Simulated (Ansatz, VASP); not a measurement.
**Fe in VASP and in Ansatz**

The input INCAR:

```
SYSTEM = Fe
ALGO     = Normal         ! electronic algorithm
EDIFF    = 1E-6           ! SCF threshold, eV
ENCUT    = 520            ! plane-wave cutoff, eV
GGA      = PE             ! functional
ISIF     = 2              ! what is computed and relaxed
ISMEAR   = -1             ! smearing method
LASPH    = .TRUE.         ! aspherical terms in the spheres
LCHARG   = .FALSE.        ! write CHGCAR
LREAL    = .FALSE.        ! projectors in reciprocal space
LWAVE    = .FALSE.        ! write WAVECAR
NBANDS   = 15             ! bands
NELM     = 60             ! most SCF steps
PREC     = Accurate       ! precision mode
SIGMA    = 0.08           ! smearing width, eV
```

Contents of KPOINTS:

```
k-points
0
G
  17 17 10
  0 0 0
```

The input POSCAR:

```
Fe
1.0
    2.4260165292      0.0000000000      0.0000000000
   -1.2130082646      2.1009919443      0.0000000000
    0.0000000000      0.0000000000      3.8290850949
Fe
2
Direct
    0.3333333333      0.6666666667      0.2500000000
    0.6666666667      0.3333333333      0.7500000000
```

Input for Ansatz:

```yaml
crystal:
  lattice:
    - [2.4260165292, 0.0, 0.0]
    - [-1.2130082646, 2.1009919443, 0.0]
    - [0.0, 0.0, 3.8290850949]
  atoms:
    - { symbol: Fe, position: [0.3333333333, 0.6666666667, 0.25] }
    - { symbol: Fe, position: [0.6666666667, 0.3333333333, 0.75] }
kpoints:
  mp_grid: { grid: [17, 17, 10] }
  band_path:
    path:
      - [0.0, 0.0, 0.0]
      - [0.5, 0.0, 0.0]
      - [0.3333333333, 0.3333333333, 0.0]
      - [0.0, 0.0, 0.0]
      - [0.0, 0.0, 0.5]
      - [0.5, 0.0, 0.5]
      - [0.3333333333, 0.3333333333, 0.5]
      - [0.0, 0.0, 0.5]
      - [0.5, 0.0, 0.5]
    npoints: 5
scf:
  occupations: { method: fermi_dirac, width: 0.08 }
hamiltonian:
  xc: pbe
  pseudopotentials: { kind: all_electron, lapw: { basis_error: 0.00025 } }
output:
  forces: true
  stress: true
  eigenvalues: true
```

Change from the starting cell: volume scaled by 0.99.

Alike in both runs: task single point; functional PBE; k mesh 17 × 17 × 10; occupations fermi-dirac, width 0.08 eV; no spin polarisation.

```csv
,VASP,Ansatz
version,VASP 6.6.1,Ansatz 0.2.0
potentials or method,"VASP PAW PBE potentials, release 64 (Fe)","all-electron LAPW, scalar-relativistic"
plane-wave cutoff (eV),520,see its input
```

|  | VASP | Ansatz | Ansatz less VASP |
| --- | --- | --- | --- |
| pressure (GPa) | 13.6 | 14.3 | +0.70 |
| largest component of the traceless stress (GPa) | 0.86 | 0.99 | +0.127 |

Ansatz ran all-electron here, so the differences hold the error of VASP's frozen core and of both bases.

Caveats: the run has no spin polarisation, though such a crystal can be magnetic. Spin polarisation is off, so any magnetic state and its effect on volume and gap are missing.
